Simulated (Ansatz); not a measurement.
input.yaml (Ansatz)

```yaml
crystal:
  lattice:
    - [-1.5410624707, 1.5410624707, 1.5410624707]
    - [1.5410624707, -1.5410624707, 1.5410624707]
    - [1.5410624707, 1.5410624707, -1.5410624707]
  atoms:
    - { symbol: Pd, position: [0.0, 0.0, 0.0], spin: 0.5 }
hamiltonian:
  xc: rpbe
  pseudopotentials:
    kind: paw
    azcp:
      Pd: "pseudopotentials/Pd.paw.azcp"
basis:
  ecutwfc: 420
  fft_grid_basis: typed
kpoints:
  mp_grid: { grid: [16, 16, 16], shift: [0, 0, 0] }
magnetization:
  spin_polarized: true
scf:
  occupations: { method: fermi_dirac, width: 0.05 }
  lower_state_search: "off"
output:
  stress: true
```

Output

```
Engine: ansatz 0.2.0, aarch64-unknown-linux-gnu
Pseudopotentials: kind: paw
Pseudopotential: Pd, paw, valence charge 18, recommended cutoff 420 eV (normal) 
Functional definition: RPBE
  parameter kappa = 0.804
  parameter beta = 0.06672455060314922
  exchange = rpbe_x(kappa = kappa, mu = beta*pi^2/3)
  correlation = pbe_c(beta = beta)
Crystal: 1 atoms, lattice volume = 14.639 Å³
Basis set: ecut = 420 eV, 321 PW (Γ)
Bands: 14, of which v1, the nominal top of the filled ones, is band 9 counted from 1 (8 counted from 0)
Symmetry: 48 space group operations
Space group: Im-3m (ITA 229), of the structure as read, at distance tolerance 2.4e-5 Å
Magnetic group: BNS 229.140 (UNI 1642), of the structure as read, at distance tolerance 2.4e-5 Å
k-points: 145 of 4096
Non-local potential: Pd, projectors of the file, l = 0: 2, l = 1: 2, l = 2: 2, l = 3: 1
PAW form: soft (Blöchl's): semilocal exchange-correlation on the pseudo side does not see the compensation charge
PAW frozen core: Pd, regenerated for the run's functional, and the local potential with it (the file was generated under x = pbe(κ = 0.804, μ = 0.2195149727645171), c = pbe(β = 0.06672455060314922))
PAW one-centre angular grid: Pd, 590 points (default); XC on 64 Gauss nodes
Initial density: superposition of atomic densities (chi_scale 0.1, normalization cell)
Starting moments: Σ|m| = 0.5 μB on 1 of 1 site
Initial wavefunctions: pseudopotential atomic-orbital guess
Functional: x = rpbe, c = pbe(β = 0.06672455060314922)
SCF iter   1: F=—  HF=-6981.205431 eV  |F-HF|=—  |Δ(HF+E_count)|=         —  Δρ=8.81e-2 (↑8.81e-2 ↓5.84e-2)  dr2=2.93e0  dr2_m=5.73e-2  M=0.221 μB ∫|m|=0.224 μB  β_m=0.30  ethr=3.10e-3  ⟨swp⟩=5.2  Hψ=21449  notcnv=0
SCF iter   2: F=—  HF=-6980.503501 eV  |F-HF|=—  |Δ(HF+E_count)|=   7.02e-1  Δρ=2.97e-2 (↑2.97e-2 ↓2.49e-2)  dr2=1.75e-1  dr2_m=3.31e-2  M=0.197 μB ∫|m|=0.203 μB  β_m=0.30  ethr=3.10e-3  ⟨swp⟩=2.7  Hψ=9738  notcnv=0  defer=165
SCF iter   3: F=—  HF=-6980.479388 eV  |F-HF|=—  |Δ(HF+E_count)|=   2.41e-2  Δρ=2.03e-2 (↑1.59e-2 ↓2.03e-2)  dr2=3.18e-2  dr2_m=2.27e-2  M=0.166 μB ∫|m|=0.176 μB  β_m=0.30  ethr=9.74e-4  ⟨swp⟩=2.0  Hψ=5779  notcnv=0  defer=165
SCF iter   4: F=—  HF=-6980.474838 eV  |F-HF|=—  |Δ(HF+E_count)|=   4.55e-3  Δρ=1.10e-2 (↑1.10e-2 ↓1.02e-2)  dr2=1.65e-4  dr2_m=1.50e-2  M=0.146 μB ∫|m|=0.156 μB  β_m=0.30  ethr=1.77e-4  ⟨swp⟩=3.0  Hψ=7457  notcnv=0  defer=165
SCF iter   5: F=—  HF=-6980.476866 eV  |F-HF|=—  |Δ(HF+E_count)|=   2.03e-3  Δρ=8.73e-3 (↑8.61e-3 ↓8.73e-3)  dr2=1.89e-5  dr2_m=1.01e-2  M=0.129 μB ∫|m|=0.139 μB  β_m=0.30  ethr=9.18e-7  ⟨swp⟩=1.7  Hψ=4946  notcnv=0  defer=165
SCF iter   6: F=—  HF=-6980.478258 eV  |F-HF|=—  |Δ(HF+E_count)|=   1.39e-3  Δρ=7.23e-3 (↑7.23e-3 ↓7.10e-3)  dr2=3.84e-6  dr2_m=6.90e-3  M=0.115 μB ∫|m|=0.125 μB  β_m=0.30  ethr=1.05e-7  ⟨swp⟩=2.2  Hψ=5734  notcnv=0  defer=164
SCF iter   7: F=—  HF=-6980.479188 eV  |F-HF|=—  |Δ(HF+E_count)|=   9.30e-4  Δρ=6.03e-3 (↑6.00e-3 ↓6.03e-3)  dr2=2.51e-7  dr2_m=4.85e-3  M=0.102 μB ∫|m|=0.112 μB  β_m=0.30  ethr=2.13e-8  ⟨swp⟩=2.0  Hψ=5843  notcnv=0  defer=164
Mixer restart at iter 7: flushing history
spin-set hold released at iteration 7 (site moments contracting): the magnetisation degrees of freedom join the quasi-Newton model from the next iteration; the mixer history was flushed
SCF iter   8: F=—  HF=-6980.479849 eV  |F-HF|=—  |Δ(HF+E_count)|=   6.62e-4  Δρ=5.11e-3 (↑5.08e-3 ↓5.11e-3)  dr2=2.61e-7  dr2_m=3.48e-3  M=0.091 μB ∫|m|=0.100 μB  β_m=0.40  ethr=5.56e-10  ⟨swp⟩=4.8  Hψ=12595  notcnv=0
SCF iter   9: F=—  HF=-6980.481381 eV  |F-HF|=—  |Δ(HF+E_count)|=   1.53e-3  Δρ=2.39e-3 (↑2.39e-3 ↓2.38e-3)  dr2=2.25e-8  dr2_m=7.63e-4  M=0.051 μB ∫|m|=0.057 μB  β_m=0.82  ethr=5.56e-10  ⟨swp⟩=2.0  Hψ=16468  notcnv=0
SCF iter  10: F=—  HF=-6980.481994 eV  |F-HF|=—  |Δ(HF+E_count)|=   6.13e-4  Δρ=2.79e-4 (↑2.42e-4 ↓2.79e-4)  dr2=6.21e-7  dr2_m=8.98e-6  M=0.007 μB ∫|m|=0.008 μB  β_m=0.91  ethr=1.25e-10  ⟨swp⟩=5.8  Hψ=15124  notcnv=0
SCF iter  11: F=—  HF=-6980.482007 eV  |F-HF|=—  |Δ(HF+E_count)|=   1.37e-5  Δρ=7.98e-5 (↑7.94e-5 ↓7.98e-5)  dr2=3.23e-6  dr2_m=5.40e-9  M=-0.000 μB ∫|m|=0.000 μB  β_m=0.64  ethr=1.25e-10  ⟨swp⟩=3.0  Hψ=9099  notcnv=0  defer=164
iter 12 did not close the SCF: its close was put off for a magnetic moment that had not settled (scf_convergence_deferred on its scf_iter line)
SCF iter  12: F=-6980.482006 eV  HF=-6980.482006 eV  |F-HF|=1.81e-8  |Δ(HF+E_count)|=   9.74e-7  Δρ=8.80e-6 (↑8.80e-6 ↓7.87e-6)  dr2=2.51e-9  dr2_m=8.28e-9  M=-0.000 μB ∫|m|=0.000 μB  β_m=0.79  ethr=1.25e-10  ⟨swp⟩=2.0  Hψ=14347  notcnv=0
iter 13 did not close the SCF: its close was put off for a magnetic moment that had not settled (scf_convergence_deferred on its scf_iter line)
SCF iter  13: F=-6980.482006 eV  HF=-6980.482006 eV  |F-HF|=3.04e-9  |Δ(HF+E_count)|=   2.06e-8  Δρ=3.13e-6 (↑3.13e-6 ↓3.10e-6)  dr2=1.78e-11  dr2_m=1.29e-9  M=0.000 μB ∫|m|=0.000 μB  β_m=0.90  ethr=1.40e-11  ⟨swp⟩=1.1  Hψ=11590  notcnv=0
iter 14 did not close the SCF: its close was put off for a magnetic moment that had not settled (scf_convergence_deferred on its scf_iter line)
SCF iter  14: F=-6980.482006 eV  HF=-6980.482006 eV  |F-HF|=9.46e-11  |Δ(HF+E_count)|=   4.36e-9  Δρ=5.79e-7 (↑5.63e-7 ↓5.79e-7)  dr2=1.20e-12  dr2_m=4.30e-11  M=0.000 μB ∫|m|=0.000 μB  β_m=0.95  ethr=1.00e-12  ⟨swp⟩=1.0  Hψ=11652  notcnv=0
SCF iter  15: F=-6980.482006 eV  HF=-6980.482006 eV  |F-HF|=0.00e0  |Δ(HF+E_count)|=  1.36e-10  Δρ=4.00e-8 (↑4.00e-8 ↓3.15e-8)  dr2=4.20e-14  dr2_m=1.59e-13  M=0.000 μB ∫|m|=0.000 μB  ethr=1.00e-12  ⟨swp⟩=1.0  Hψ=10165  notcnv=0
WARN: the starting moments were not kept: the SCF closed with an absolute magnetisation of 5.5e-7 μB, where they sum to 0.5 μB in size (1 site). That is at most 0.1 of that sum. Measured as dr2_m measures the in/out step, that magnetisation stands 1.2e-13 eV from none, at or under the dr2_threshold of 1.0e-7 eV: it is no larger than a step whose dr2_m would equal this threshold. The system may hold no moment; this SCF shows only that its start led to no more than that. To try another start: raise the starting moments (crystal.atoms[].spin, magnetization.per_species, magnetization.initial_magnetization, or on a non-collinear deck that types none of these the spinor_matrix: blocks that start its atoms; where the total moment is fixed, keep their sum and leave initial_magnetization as it is; typed ones take the place of any that the run laid by itself, positive ones on a crystal's lanthanoids without a Hubbard term where scf.initial_density.shell_occupations: [] is typed) or, if the notice of its spin-set hold's release reads "site moments contracting" or "site moments show no strong build", lengthen the hold (scf.mixing.spin_hold: { on: { confirm: 4 } }; for m-r²SCAN on two components see the key's manual first). Each may lead to a state that holds a moment. A second SCF, from the converged charge density, with the starting moments and any scf.initial_density.shell_occupations laid on it anew, would have followed, and was not run: the deck does not ask for one (magnetization.retry_lost_moments is false, the default). To let it run, set magnetization.retry_lost_moments: true and run the deck again, where that key's refused combinations let it; where memory then withholds it, that run's warning says so.
SCF 1 converged in 15 iterations: F = -6980.482006 eV  dr2 = 4.20e-14
SCF converged after 15 iterations
Magnetization: 0.0000 μB (9.0000 up, 9.0000 down)
Absolute magnetization: 0.0000 μB (∫|ρ↑−ρ↓|, with the PAW one-centre terms)
Spin contamination: 0.0000 ħ² per cell (⟨S²⟩ above its minimum at these occupations)
Per-site moments (μB) at R_I (Å): [(3.1012147249625497e-7, 1.1010443799671352)]
Free energy (F): -6980.482006 eV
Harris-Foulkes:  -6980.482006 eV  (|F-HF|=0.00e0)
Internal energy: -6980.471093 eV  (E = F + TS)
E sigma→0 (E₀):  -6980.476550 eV
Entropy (-TS):   -0.010914 eV (-10.914 meV/atom)
Fermi energy:    20.142426 eV
--- Per-component energies (eV) ---
  E_band       = -130.593573
  E_kinetic    = 514.956636
  E_local      = -1739.415463  (includes V_loc(G=0)·N_el)
  E_nonlocal   = 216.474343
  E_hartree    = 709.365021
  E_xc         = -169.250770
  E_vxc        = -212.088996  (∫ρ·V_xc dr)
  E_paw        = -3758.095498  (= ΣΔE_a)
  E_vpaw       = -329.250330  (= ΣTr[D̂ρ^β])
  E_aug_tail   = 0.000184  (compensation charges beyond the density's cutoff)
  E_ewald      = -2754.396704
  E_core_change = -0.108841  (= ΣΔE_core)
  E_smearing   = -0.010914  (= −TS)
  E_closure    = -0.000000  (closes the sum)
  Σ components = -6980.482006   (vs F -6980.482006, Δ=0.00e0)
--- Stress (GPa, compression-positive) ---
       15.145958      -0.000000       0.000000
       -0.000000      15.145958      -0.000000
       -0.000000      -0.000000      15.145958
  P = ⅓ Tr σ = 15.1460 GPa (151.460 kbar)
```
